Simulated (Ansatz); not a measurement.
# TiSi2 under changes of volume

One of the cells (14.162 Å³/atom); the others are scaled copies at fixed shape and fractional positions:

```
CELL_PARAMETERS angstrom
-1.47287 1.71213 4.21208
1.47287 -1.71213 4.21208
1.47287 1.71213 -4.21208
ATOMIC_POSITIONS crystal
Ti 0.00000 0.00000 0.00000
Si 0.67008 0.67008 0.00000
Si 0.32992 0.32992 0.00000
```

The cell comes from a database or a generator and needn't be the stable form of this composition.

* Program: Ansatz 0.2.0
* Functional: r2SCAN
* Potentials or basis: Ansatz PAW
* Cutoff: 500 eV (not typed: the program's choice for these potentials)
* k mesh: 12 × 12 × 12
* Occupations: fermi-dirac, width 0.05 eV
* Spin: no spin polarisation

| volume (Å³/atom) | energy over the lowest point (meV/atom) | pressure (GPa) | largest force (eV/Å) |
| --- | --- | --- | --- |
| 13.313 | ? | ? | ? |
| 13.596 | 3.63 | 3.7 | 0.084 |
| 13.879 | 0.00 | 0.5 | 0.064 |
| 14.162 | 1.75 | -2.4 | 0.044 |
| 14.446 | 8.32 | -5.0 | 0.024 |
| 14.729 | 19.20 | -7.3 | 0.005 |
| 15.012 | 33.95 | -9.3 | 0.014 |

Question: What does the run at 13.313 Å³/atom give?

Answer: Energy over the lowest point 13.28 meV/atom; pressure 7.3 GPa; largest force 0.104 eV/Å.

Worked out: A Birch-Murnaghan fit of order 3 (a polynomial in V^(-2/3)) to the other rows has its minimum at 13.92 Å³/atom with B0 = V·E''(V) = 147 GPa and B' = 4.4 at fixed shape and positions, which overstates the stiffness. It gives 13.23 meV/atom at 13.313 Å³/atom, against the run's 13.28, and -dE/dV = 7.3 GPa, against 7.3.

Energies are extrapolated to zero smearing.

Caveats: the PAW data sets come from PBE, with cores solved anew for the run's functional, which leaves a small shift of forces and pressure.
